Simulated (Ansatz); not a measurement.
# Ti2Al6H: the cost of one run

Computed with Ansatz 0.2.0 (DFT PBE+D3(BJ), scalar-relativistic, plane waves, PAW, unless a step's input says otherwise).

2 further runs of the same task are left out: 1 for a known fault of the program, 1 set aside as unsound or not needed.

### 1 The system as given

The structure is monoclinic, space group Cm (No. 8). The conventional cell has a = 8.496 Å, b = 5.366 Å, c = 21.119 Å, α = 90.00°, β = 90.00°, γ = 90.00°. Al (site symmetry 1) is surrounded by 5 Al at 2.68 to 2.85 Å and 2 Ti at 2.85 Å. Around Ti (site symmetry m) lie 11 Al at 2.68 to 2.89 Å. Al (site symmetry m) is surrounded by 3 Ti at 2.68 to 2.72 Å and 8 Al at 2.85 to 2.89 Å. Al (site symmetry 1) has 7 Al at 2.68 to 2.89 Å and 4 Ti at 2.82 to 2.89 Å as nearest neighbours. Ti (site symmetry m) is surrounded by 7 Al at 2.68 to 2.82 Å. Al (site symmetry m) is surrounded by 3 Ti at 2.68 to 2.78 Å and 4 Al at 2.85 Å and 1 H at 3.32 Å. H (site symmetry m) has 1 Al at 3.32 Å as nearest neighbours.

As a file:

```
Al Ti H
1.0
     5.02419    0.00000    0.00000
     2.15888    4.53670    0.00000
     0.00000    0.00000   21.11871
Al Ti H
6 2 1
Direct
  0.50000 0.00000 0.18941
  0.00000 0.50000 0.18941
  0.00000 0.00000 0.25292
  0.00000 0.50000 0.32087
  0.50000 0.00000 0.32087
  0.50000 0.50000 0.38443
  0.50000 0.50000 0.25292
  0.00000 0.00000 0.38150
  0.66667 0.66667 0.52649
```

This is the geometry of the first run shown, built on a cell relaxed beforehand with the same method.

### 2 What is varied

Atoms count from 1 in the order of the input.

H is moved over the surface cell at a fixed height above a rigid substrate; the origin of the map has the adsorbate above Al8; the height is held at 3.00 Å.

- position of H9 along the first surface vector, from above Al8: 6 values from 0.000 to 0.833, periodic
- position of H9 along the second surface vector, from above Al8: 6 values from 0.000 to 0.833, periodic

Nothing else is relaxed. Points are written as (first, second).

The two vectors of the plane (Å): (5.024, 0.000, 0.000); (2.159, 4.537, 0.000).

### 3 The run at (1/6, 1/6) of the map's two axes

The cell repeats along c, and a dipole correction in the vacuum removes the field between the copies.

input.yaml reads:

```yaml
crystal:
  lattice:
    - [5.0241861184, 0.0, 0.0]
    - [2.1588814492, 4.5367033229, 0.0]
    - [0.0, 0.0, 21.118711459]
  atoms:
    - { symbol: Al, position: [0.5, 0.0, 0.1894054951] }
    - { symbol: Al, position: [0.0, 0.5, 0.1894054951] }
    - { symbol: Ti, position: [0.5, 0.5, 0.2529248171] }
    - { symbol: Al, position: [0.0, 0.0, 0.2529248171] }
    - { symbol: Al, position: [0.0, 0.5, 0.3208670637] }
    - { symbol: Al, position: [0.5, 0.0, 0.3208670637] }
    - { symbol: Ti, position: [0.0, 0.0, 0.3814982025] }
    - { symbol: Al, position: [0.5, 0.5, 0.3844321409] }
    - { symbol: H, position: [0.6666666667, 0.6666666667, 0.5264862622] }
basis:
  ecutwfc: 420
kpoints:
  mp_grid: { grid: [6, 6, 1] }
hamiltonian:
  xc: pbe
  pseudopotentials: { kind: paw, azcp: { folder: soft_1 } }
  dispersion: d3bj
scf:
  occupations: { method: gaussian, width: 0.1 }
output:
  forces: true
  eigenvalues: true
efield:
  axis: 3
  dipole_correction: true
  ramp_width: 0.04
```

Run with:

```console
> ansatz run input.yaml --threads 1 --pin off --max-ram 3072MiB --backend cpu --events-out ev --progress --plain --runs-dir out
```

What time and memory should one allow on 1 thread of Arm Neoverse V2, shared host?

About 25 s, with a peak of 0.56 GiB.
